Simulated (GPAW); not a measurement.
## CsSnI3 in GPAW: the effect of target pressure

CsSnI3:

```
Cs I Sn
1.0
     6.20570    0.00000    0.00000
     0.00000    6.20570    0.00000
     0.00000    0.00000    6.20570
Cs I Sn
1 3 1
Direct
  0.00000 0.00000 0.00000
  0.50000 0.50000 0.00000
  0.50000 0.00000 0.50000
  0.00000 0.50000 0.50000
  0.50000 0.50000 0.50000
```

Alike in all runs:

- Program: GPAW 26.7.0
- Task: relaxation of cell and atoms
- Functional: PBEsol
- Potentials or basis: PAW data sets generated in the run's folder for this functional
- Cutoff: 600 eV
- Basis: pw
- k mesh: 4 × 4 × 4
- Occupations: fermi-dirac, width 0.05 eV
- Spin: no spin polarisation

Each run relaxes the cell or the atoms first.

| target pressure | target pressure | relaxed volume (Å³/atom) |
| --- | --- | --- |
| 0 GPa | - | ? |
| 2 GPa | 2 GPa | 42.60 |
| 5 GPa | 5 GPa | 38.91 |
| 10 GPa | 10 GPa | 35.02 |
| 20 GPa | 20 GPa | 30.61 |
| 30 GPa | 30 GPa | 28.04 |

Question: What does the run with target pressure 0 GPa give?

Answer: Relaxed volume 46.58 Å³/atom.

Worked out: In Murnaghan's law V^(-B') rises as a straight line in P. The other rows fit best with B' = 3.7, V0 = 46.22 Å³/atom and B0 = 21 GPa, which gives 46.22 Å³/atom at 0 GPa, against the run's 46.58.

Caveats: later steps reuse the first step's grids; the volume moved by over 15 % at a fixed basis, so the end points are rough (some runs).
